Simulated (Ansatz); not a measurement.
# Ru: the cost of one run

Program: Ansatz 0.2.0. Level of theory: DFT PBEsol, scalar-relativistic, plane waves, PAW. These are calculated values, not measurements.

## 1. The system as given

It takes space group P6/mmm (No. 191, hexagonal). The conventional cell has a = 4.464 Å, b = 4.464 Å, c = 2.737 Å, α = 90.00°, β = 90.00°, γ = 120.00°. Ru (site symmetry 6/mmm) has 14 Ru at 2.74 to 2.92 Å as nearest neighbours. Around Ru (site symmetry -6m2) lie 11 Ru at 2.58 to 2.92 Å.

Structure file:

```xyz
3
Lattice="4.4642 0.0000 0.0000 -2.2321 3.8661 0.0000 0.0000 0.0000 2.7368" Properties=species:S:1:pos:R:3 pbc="T T T"
Ru    0.0000    0.0000    0.0000
Ru    0.0000    2.5774    1.3684
Ru    2.2321    1.2887    1.3684
```

This is candidate A: omega type (P6/mmm, No. 191).

(A quick probe on a coarse mesh, which set the mesh and smearing, is not shown.)

## 3. Rough relaxation on the coarse mesh (candidate A)

File input.yaml:

```yaml
crystal:
  lattice:
    - [4.4642422224, 0.0, 0.0]
    - [-2.2321211112, 3.8661471732, 0.0]
    - [0.0, 0.0, 2.7367745798]
  atoms:
    - { symbol: Ru, position: [0.0, 0.0, 0.0] }
    - { symbol: Ru, position: [0.3333333333, 0.6666666667, 0.5] }
    - { symbol: Ru, position: [0.6666666667, 0.3333333333, 0.5] }
basis:
  ecutwfc: 420
kpoints:
  mp_grid: { grid: [6, 6, 6] }
hamiltonian:
  xc: pbesol
scf:
  occupations: { method: gaussian, width: 0.1 }
  lower_state_search: "off"
output:
  forces: true
  stress: true
  eigenvalues: true
relax:
  adjacent_minimum: "off"
  f_tol: 0.04
  max_steps: 70
  cell: { stress_tol: 0.4 }
```

Q: Estimate wall time and peak memory on 1 thread of an Arm CPU, shared host.

About 13 s, with a peak of 0.32 GiB.
